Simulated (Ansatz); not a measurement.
Input of an Ansatz 0.2.0 run:

input.yaml

```yaml
crystal:
  lattice:
    - [4.889, 0.0, 0.0]
    - [0.0, 4.889, 0.0]
    - [0.0, 0.0, 4.889]
  atoms:
    - { symbol: Mo, position: [0.0, 0.5, 0.25] }
    - { symbol: Mo, position: [0.0, 0.5, 0.75] }
    - { symbol: Mo, position: [0.5, 0.25, 0.0] }
    - { symbol: Mo, position: [0.75, 0.0, 0.5] }
    - { symbol: Mo, position: [0.5, 0.75, 0.0] }
    - { symbol: Mo, position: [0.25, 0.0, 0.5] }
    - { symbol: Si, position: [0.5, 0.5, 0.5] }
    - { symbol: Si, position: [0.0, 0.0, 0.0] }
hamiltonian:
  xc: lda
  pseudopotentials: { kind: paw }
kpoints:
  mp_grid: { grid: [6, 6, 6] }
scf:
  occupations: { method: fermi_dirac, width: 0.05 }
output:
  forces: true
  stress: true
  eigenvalues: true
  write_density: true
  write_potential: true
  elf: true
  volumetric_format: npy
relax:
  f_tol: 0.01
  max_steps: 40
  cell: { stress_tol: 0.05 }
```

Potentials or basis: Ansatz PAW.

Launch:

```sh
$ ansatz run input.yaml --threads 4 --pin off --max-ram 11264MiB --backend cpu --events-out ev --progress --plain --runs-dir out
```

Q: What does it give for the band gap on the k mesh?

A: None (metal or under the smearing width).

Q: Estimate the relaxed cell.

A: a = 4.834 Å, b = 4.834 Å, c = 4.834 Å, α = 90.00°, β = 90.00°, γ = 90.00°.

Q: Estimate the relaxed volume.

A: 14.12 Å³/atom.

Final structure:
```xyz
8
Lattice="4.8340 0.0000 0.0000 0.0000 4.8340 0.0000 0.0000 0.0000 4.8340" Properties=species:S:1:pos:R:3 pbc="T T T"
Mo    0.0000    2.4170    1.2085
Mo    0.0000    2.4170    3.6255
Mo    2.4170    1.2085    0.0000
Mo    3.6255    0.0000    2.4170
Mo    2.4170    3.6255    0.0000
Mo    1.2085    0.0000    2.4170
Si    2.4170    2.4170    2.4170
Si    0.0000    0.0000    0.0000
```

Caveat: the PAW data sets come from PBE, with cores solved anew for the run's functional, which leaves a small shift of forces and pressure. Zero-point motion and thermal expansion aren't in these numbers.
